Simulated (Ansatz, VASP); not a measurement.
# Al3Cu: VASP beside Ansatz

```xyz
4
Lattice="3.8891 0.0000 0.0000 0.0000 3.8891 0.0000 0.0000 0.0000 3.8891" Properties=species:S:1:pos:R:3 pbc="T T T"
Al    0.0000    1.9446    1.9446
Al    1.9446    0.0000    1.9446
Al    1.9446    1.9446    0.0000
Cu    0.0000    0.0000    0.0000
```

The cell comes from a database or a generator and needn't be the stable form of this composition.

Alike in both runs: task single point; functional r2SCAN; k mesh 12 × 12 × 12; occupations gaussian, width 0.15 eV; no spin polarisation.

|  | VASP | Ansatz |
| --- | --- | --- |
| version | VASP 6.6.1 | Ansatz 0.2.0 |
| potentials or method | VASP PAW PBE potentials, release 64 (Al, Cu) | scalar-relativistic, plane waves, PAW |
| plane-wave cutoff (eV) | 520 | 500 |
| valence electrons in the cell | 20 | 28 |

VASP gave:

| Property | Result |
| --- | --- |
| gap on the k mesh at the Fermi level (eV) | none |
| pressure (GPa) | -0.2 |

Task: Which values does Ansatz return?

Result: gap on the k mesh at the Fermi level (eV): none; pressure (GPa): 0.0.

A gap of «none» marks a metal or a gap that the smearing closes. The functional is the same, so the differences come from potentials, cutoffs and numerics. The two sets of potentials don't hold the same shells in valence.

Caveats: the PAW data sets were made with another functional, which shifts forces and pressure a little (VASP).
